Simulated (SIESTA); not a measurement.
# Cu: equation of state with PBEsol

Crystal: Cu.

```
Cu
1.0
    -1.44279    1.44279    1.37608
     1.44279   -1.44279    1.37608
     1.44279    1.44279   -1.37608
Cu
1
Direct
  0.00000 0.00000 0.00000
```

This isn't the form of Cu at room conditions, which is fcc.

| Item | Value |
| --- | --- |
| Program | SIESTA 5.4.2 |
| Task | equation of state |
| Functional | PBEsol |
| Potentials or basis | PseudoDojo 0.4 standard (PBEsol files) |
| Basis | DZP (energy shift 0.003 Ry; two zetas on semicore shells) |
| Grid cutoff | 800 Ry |
| Energy shift | 0.003 Ry |
| k mesh | 13 × 13 × 13 |
| Occupations | fermi-dirac, width 0.05 eV |
| Spin | no spin polarisation |

```
Equilibrium volume                        : 11.31 Å³/atom
Bulk modulus at fixed shape and positions : 172 GPa
Pressure derivative of the bulk modulus   : 4.2
```

Energy against volume, from the lowest point:
```
volume (Å³/atom)  energy (meV/atom)
          10.771              14.61
          11.000               4.39
          11.229               0.00
          11.458               0.58
          11.687               6.02
          11.916              15.60
          12.146              28.89
```

All runs of the series together: 2.4 min on 1 thread of Arm Neoverse V2, with other jobs on the host.

Caveat: short orbitals over semicore shells can move pressures by several GPa; the cell was scaled at fixed shape and fractional positions, which overstates the stiffness of a crystal with free parameters, most of all of layers and chains; the basis of atomic orbitals isn't converged, which shifts pressures, moduli and gaps.
